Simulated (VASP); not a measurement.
# Tl (P6_3/mmc) in VASP: electric field gradients with PBEsol

Aim: the electric field gradients of Tl with PBEsol.

Everything below comes from runs of VASP 6.6.1. Logs are shortened: lines on timing, memory, paths and dates and some standing lists are left out, and cuts for length are marked.

**1. The cell of the first run**

The structure is hexagonal, space group P6_3/mmc (No. 194). The conventional cell has a = 3.501 Å, b = 3.501 Å, c = 5.598 Å, α = 90.00°, β = 90.00°, γ = 120.00°. Tl (site symmetry -6m2) is surrounded by 12 Tl at 3.45 to 3.50 Å.

**2. Electric field gradients, PBEsol (volume scaled by 1.04)**

INCAR

```
SYSTEM = Tl
  ALGO = Fast
  EDIFF = 1E-8
  ENCUT = 520
  GGA = PS
  ISIF = 2
  ISMEAR = -1
  LASPH = .True.
  LCHARG = .False.
  LEFG = .True.
  LREAL = .False.
  LWAVE = .False.
  NBANDS = 20
  NELM = 100
  PREC = Accurate
  SIGMA = 0.03
```

KPOINTS

```
k-points
0
Gamma
  12 12 7
  0 0 0
```

POSCAR

```
Tl
1.0
    3.5014772345      0.0000000000      0.0000000000
   -1.7507386173      3.0323682359      0.0000000000
    0.0000000000      0.0000000000      5.5977057061
Tl
2
Direct
    0.3333333333      0.6666666667      0.2500000000
    0.6666666667      0.3333333333      0.7500000000
```

Potentials or basis: VASP PAW PBE potentials, release 64 (Tl_d).

On the command line:

```bash
$ cat potpaw_PBE.64/Tl_d/POTCAR > POTCAR
$ mpirun -np 1 vasp_std > vasp.out
```

OUTCAR:

```text
SYSTEM = Tl
   EDIFF = 1E-8
   ENCUT = 520
   GGA = PS
   ISIF = 2
   ISMEAR = -1
   LASPH = .True.
   LREAL = .False.
   NELM = 100
   PREC = Accurate

 ion  position               nearest neighbor table
   1  0.333  0.667  0.250-   2 3.45   2 3.45   2 3.45   2 3.45   2 3.45   2 3.45
   2  0.667  0.333  0.750-   1 3.45   1 3.45   1 3.45   1 3.45   1 3.45   1 3.45

  LATTYP: Found a hexagonal cell.
 ALAT       =     3.5014772345
 C/A-ratio  =     1.5986697417

  Lattice vectors:

 A1 = (   3.5014772345,   0.0000000000,   0.0000000000)
 A2 = (  -1.7507386173,   3.0323682359,   0.0000000000)
 A3 = (   0.0000000000,   0.0000000000,   5.5977057061)

Analysis of symmetry for initial positions (statically):
=====================================================================
 Subroutine PRICEL returns:
 Original cell was already a primitive cell.

 Routine SETGRP: Setting up the symmetry group for a
 hexagonal supercell.

 Subroutine GETGRP returns: Found 24 space group operations
 (whereof 12 operations were pure point group operations)
 out of a pool of 24 trial point group operations.

The static configuration has the point symmetry D_3d.
 The point group associated with its full space group is D_6h.

Analysis of symmetry for dynamics (positions and initial velocities):
=====================================================================
 Subroutine PRICEL returns:
 Original cell was already a primitive cell.

 Routine SETGRP: Setting up the symmetry group for a
 hexagonal supercell.

 Subroutine GETGRP returns: Found 24 space group operations
 (whereof 12 operations were pure point group operations)
 out of a pool of 24 trial point group operations.

The dynamic configuration has the point symmetry D_3d.
 The point group associated with its full space group is D_6h.

 Subroutine INISYM returns: Found 24 space group operations
 (whereof 12 operations are pure point group operations),
 and found     1 'primitive' translations

----------------------------------------------------------------------------------------

                                     Primitive cell

  volume of cell :      59.4351

  direct lattice vectors                    reciprocal lattice vectors
     3.501477234  0.000000000  0.000000000     0.285593746  0.164887626  0.000000000
    -1.750738617  3.032368236  0.000000000     0.000000000  0.329775252  0.000000000
     0.000000000  0.000000000  5.597705706     0.000000000  0.000000000  0.178644618

  length of vectors
     3.501477234  3.501477235  5.597705706     0.329775252  0.329775252  0.178644618

  position of ions in fractional coordinates (direct lattice)
     0.333333333  0.666666667  0.250000000
     0.666666667  0.333333333  0.750000000

  ion indices of the primitive-cell ions
   primitive index   ion index
                 1           1
                 2           2

----------------------------------------------------------------------------------------

 KPOINTS: k-points

Automatic generation of k-mesh.
 Grid dimensions read from file:
 generate k-points for:   12   12    7

 Generating k-lattice:

  Cartesian coordinates                     Fractional coordinates (reciprocal lattice)
     0.023799479  0.013740636  0.000000000     0.083333333  0.000000000  0.000000000
     0.000000000  0.027481271  0.000000000     0.000000000  0.083333333  0.000000000
     0.000000000  0.000000000  0.025520660     0.000000000  0.000000000  0.142857143

  Length of vectors
     0.027481271  0.027481271  0.025520660

  Shift w.r.t. Gamma in fractional coordinates (k-lattice)
     0.000000000  0.000000000  0.000000000

 Subroutine IBZKPT returns following result:
 ===========================================

 Found     76 irreducible k-points:

 Following reciprocal coordinates:
            Coordinates               Weight
  0.000000  0.000000  0.000000      1.000000
  0.083333 -0.000000  0.000000      6.000000
  0.166667  0.000000  0.000000      6.000000
  0.250000  0.000000  0.000000      6.000000
  0.333333  0.000000  0.000000      6.000000
  0.416667  0.000000  0.000000      6.000000
[... 16 lines left out ...]
  0.250000  0.000000  0.142857     12.000000
  0.333333  0.000000  0.142857     12.000000
 [... further k-points ...]
   k-points           NKPTS =     76   k-points in BZ     NKDIM =     76   number of bands    NBANDS=     20
   number of dos      NEDOS =    301   number of ions     NIONS =      2
   total plane-waves  NPLWV =  32928
   dimension x,y,z NGX =    28 NGY =   28 NGZ =   42
   dimension x,y,z NGXF=    56 NGYF=   56 NGZF=   84
   ions per type =               2
   NGX,Y,Z   is equivalent  to a cutoff of  13.29, 13.29, 12.47 a.u.
   NGXF,Y,Z  is equivalent  to a cutoff of  26.59, 26.59, 24.95 a.u.
 SYSTEM =  Tl
   PREC   = accura    normal or accurate (medium, high low for compatibility)
   ISTART =      0    job   : 0-new  1-cont  2-samecut
   ICHARG =      2    charge: 1-file 2-atom 10-const
   ISPIN  =      1    spin polarized calculation?
   LNONCOLLINEAR =      F non collinear calculations
   LSORBIT =      F    spin-orbit coupling
   LASPH  =      T    aspherical Exc in radial PAW
   ENCUT  =  520.0 eV  38.22 Ry    6.18 a.u.   6.51  6.51 10.41*2*pi/ulx,y,z
   NELM   =    100;   NELMIN=  2; NELMDL= -5     # of ELM steps
   EDIFF  = 0.1E-07   stopping-criterion for ELM
   LREAL  =      F    real-space projection
   EDIFFG = 0.1E-06   stopping-criterion for IOM
   NSW    =      0    number of steps for IOM
   IBRION =     -1    ionic relax: 0-MD 1-quasi-New 2-CG
   NFREE  =      0    steps in history (QN), initial steepest desc. (CG)
   ISIF   =      2    stress and relaxation
   ISYM   =      2    0-nonsym 1-usesym 2-fastsym
   POTIM  = 0.5000    time-step for ionic-motion
   TEBEG  =    0.0;   TEEND  =   0.0 temperature during run
   PSTRESS=    0.0 pullay stress
   NELECT =      26.0000    total number of electrons
   NUPDOWN=      -1.0000    fix difference up-down
   EMIN   =  10.00;   EMAX   =-10.00  energy-range for DOS
   EFERMI =   0.00;   METHOD = LEGACY
   ISMEAR =    -1;   SIGMA  =   0.03  broadening in eV -4-tet -1-fermi 0-gaus
   EFERMI_NEDOS =   21; number of points for ismear=-14 and -15
   IALGO  =     68    algorithm
   IMIX   =      4    mixing-type and parameters
     AMIX     =   0.40;   BMIX     =  1.00
     AMIX_MAG =   1.60;   BMIX_MAG =  1.00
  volume/ion in A,a.u.               =      29.72       200.54
  Fermi-wavevector in a.u.,A,eV,Ry     =   1.242753  2.348463 21.013316  1.544435
  Thomas-Fermi vector in A             =   2.377094
   LORBIT       =      0    0 simple, 1 ext, 2 COOP (PROOUT), +10 PAW based schemes
   GGA     = PS    functional components
   LHFCALC =     F    Hartree Fock is set to
   AEXX    =    0.0000 exact exchange contribution
   IVDW    =     0    specifies the selected vdW correction
   LEPSILON=     F    determine dielectric tensor
   LRPA    =     F    only Hartree local field effects (RPA)
 non-spin polarized calculation
 RMM-DIIS sequential band-by-band and
  energy-cutoff  :      520.00
  volume of cell :       59.44
 maximum number of plane-waves:      1641
 NGX is ok and might be reduce to    28

 number of electron      26.0000001 magnetization

 Free energy of the ion-electron system (eV)
  ---------------------------------------------------
  ext. energy  EPLUGINS =         0.00000000
  ---------------------------------------------------
  free energy    TOTEN  =        -5.24789316 eV

  energy without entropy =       -5.24510812  energy(sigma->0) =       -5.24650064

 E-fermi :   6.0334     XC(G=0): -10.1759

 val. band max:        6.0164345131   @ k =   0.2500   0.1667   0.0000
 cond. band min:       6.0430312117   @ k =   0.3333   0.0000   0.4286
 fundamental gap:      0.0265966986
 Fermi energy:         6.0334074019

 k-point     1 :       0.0000    0.0000    0.0000
  band No.  band energies     occupation
      1      -5.6800      2.00000
      2      -5.4804      2.00000
      3      -5.4579      2.00000
      4      -5.4579      2.00000
      5      -5.4097      2.00000
      6      -5.4097      2.00000
[... 12 lines left out ...]
     19      16.5527      0.00000
     20      16.5560      0.00000

 k-point     2 :       0.0833   -0.0000    0.0000
  band No.  band energies     occupation
      1      -5.6593      2.00000
      2      -5.5048      2.00000
      3      -5.4308      2.00000
      4      -5.4278      2.00000
      5      -5.4103      2.00000
      6      -5.3842      2.00000
[... 12 lines left out ...]
     19      16.6878      0.00000
     20      17.2410      0.00000

 k-point     3 :       0.1667    0.0000    0.0000
  band No.  band energies     occupation
      1      -5.6401      2.00000
      2      -5.5126      2.00000
      3      -5.4270      2.00000
      4      -5.4169      2.00000
      5      -5.3991      2.00000
      6      -5.3587      2.00000
[... 12 lines left out ...]
     19      15.9606      0.00000
     20      17.6079      0.00000

 k-point     4 :       0.2500    0.0000    0.0000
  band No.  band energies     occupation
      1      -5.6810      2.00000
      2      -5.5032      2.00000
      3      -5.4896      2.00000
      4      -5.4386      2.00000
      5      -5.4078      2.00000
      6      -5.2712      2.00000
[... 12 lines left out ...]
     19      15.3104      0.00000
     20      16.7999      0.00000

 k-point     5 :       0.3333    0.0000    0.0000
  band No.  band energies     occupation
      1      -5.7369      2.00000
      2      -5.5702      2.00000
      3      -5.5356      2.00000
      4      -5.4751      2.00000
      5      -5.3495      2.00000
      6      -5.2575      2.00000
[... 12 lines left out ...]
     19      14.6070      0.00000
     20      16.1612      0.00000
[... 353 lines left out ...]
      6      -5.3952      2.00000
[... 12 lines left out ...]
     19      16.3140      0.00000
     20      17.0620      0.00000

 k-point    22 :       0.1667    0.0000    0.1429
  band No.  band energies     occupation
      1      -5.6323      2.00000
      2      -5.5064      2.00000
      3      -5.4613      2.00000
      4      -5.4325      2.00000
      5      -5.4179      2.00000
      6      -5.3251      2.00000
[... 12 lines left out ...]
     19      15.6499      0.00000
     20      17.1247      0.00000

 k-point    23 :       0.2500    0.0000    0.1429
  band No.  band energies     occupation
      1      -5.6727      2.00000
      2      -5.5368      2.00000
      3      -5.4867      2.00000
      4      -5.4285      2.00000
      5      -5.3964      2.00000
      6      -5.2817      2.00000
[... 12 lines left out ...]
     19      14.9711      0.00000
     20      16.3275      0.00000

 k-point    24 :       0.3333    0.0000    0.1429
  band No.  band energies     occupation
      1      -5.7260      2.00000
      2      -5.6105      2.00000
      3      -5.5190      2.00000
      4      -5.4567      2.00000
      5      -5.3437      2.00000
      6      -5.3013      2.00000
[... 12 lines left out ...]
     19      14.3868      0.00000
     20      15.7666      0.00000

 [... further k-points ...]

------------------------ aborting loop because EDIFF is reached ----------------------------------------

  FORCE on cell =-STRESS in cart. coord.  units (eV):
  Direction    XX          YY          ZZ          XY          YZ          ZX
  --------------------------------------------------------------------------------------
  -------------------------------------------------------------------------------------
  Total       -0.3391295     -0.3391295     -0.8509036      0.0000000     -0.0000000      0.0000000
  in kB       -9.1418226     -9.1418226    -22.9375819      0.0000000     -0.0000000      0.0000000
  external PRESSURE =     -13.7404090 kB  Pullay stress =       0.0000000 kB

 VOLUME and BASIS-vectors are now :
 -----------------------------------------------------------------------------
  energy-cutoff  :      520.00
  volume of cell :       59.44
      direct lattice vectors                 reciprocal lattice vectors
     3.501477234  0.000000000  0.000000000     0.285593746  0.164887626  0.000000000
    -1.750738617  3.032368236  0.000000000     0.000000000  0.329775252  0.000000000
     0.000000000  0.000000000  5.597705706     0.000000000  0.000000000  0.178644618

 POSITION                                       TOTAL-FORCE (eV/Angst)
 -----------------------------------------------------------------------------------
     -0.00000      2.02158      1.39943         0.000000     -0.000000      0.000000
      1.75074      1.01079      4.19828        -0.000000      0.000000      0.000000
 -----------------------------------------------------------------------------------
    total drift:                               -0.000000      0.000000      0.000000

  FREE ENERGIE OF THE ION-ELECTRON SYSTEM (eV)
  ---------------------------------------------------
  free  energy   TOTEN  =        -5.2478931577 eV

  energy  without entropy=       -5.2451081250  energy(sigma->0) =       -5.24650064

 Electric field gradients (V/A^2)
---------------------------------------------------------------------
 ion       V_xx      V_yy      V_zz      V_xy      V_xz      V_yz
---------------------------------------------------------------------
   1      -0.602    -0.602     1.204     0.001     0.000    -0.000
   2      -0.602    -0.602     1.204     0.001    -0.000     0.000
---------------------------------------------------------------------

 Electric field gradients after diagonalization (V/A^2)
 (convention: |V_zz| > |V_xx| > |V_yy|)
----------------------------------------------------------------------
 ion       V_xx      V_yy      V_zz     asymmetry (V_yy - V_xx)/ V_zz
----------------------------------------------------------------------
   1      -0.602    -0.601     1.204       0.001
   2      -0.602    -0.601     1.204       0.001
----------------------------------------------------------------------

           NMR quadrupolar parameters

 Cq : quadrupolar parameter    Cq=e*Q*V_zz/h
 eta: asymmetry parameters     (V_yy - V_xx)/ V_zz
 Q  : nuclear electric quadrupole moment in mb (millibarn)
----------------------------------------------------------------------
 ion       Cq(MHz)       eta       Q (mb)
----------------------------------------------------------------------
   1       0.003       0.001       1.000
   2       0.003       0.001       1.000
----------------------------------------------------------------------
```

Wall time 42 s (1 thread of Intel Xeon 6975P-C (Granite Rapids), shared host); peak memory 0.22 GiB.

What came out:

| Item | Value |
| --- | --- |
| Free energy | -5.2479 eV |
| Pressure | -1.4 GPa |
| Band gap on the k mesh | none (metal or under the smearing width) |

Levels at points of the mesh, in eV from the Fermi level:
```
           k point  band 11  band 12  band 13  band 14  band 15  band 16
(0.00, 0.00, 0.00)    -9.85    -5.18    -2.76     7.67     7.67     9.67
(0.50, 0.00, 0.00)    -5.80    -4.71    -0.81     0.45     1.27     3.64
```

Electric field gradients, principal values (V/Å²):
```csv
atom,Vxx,Vyy,Vzz
1 Tl,-0.601,-0.602,1.204
2 Tl,-0.601,-0.602,1.204
```

Caveat: the PAW data sets were made with another functional, which shifts forces and pressure a little. The run has no spin-orbit coupling, so splittings on Tl are missing.
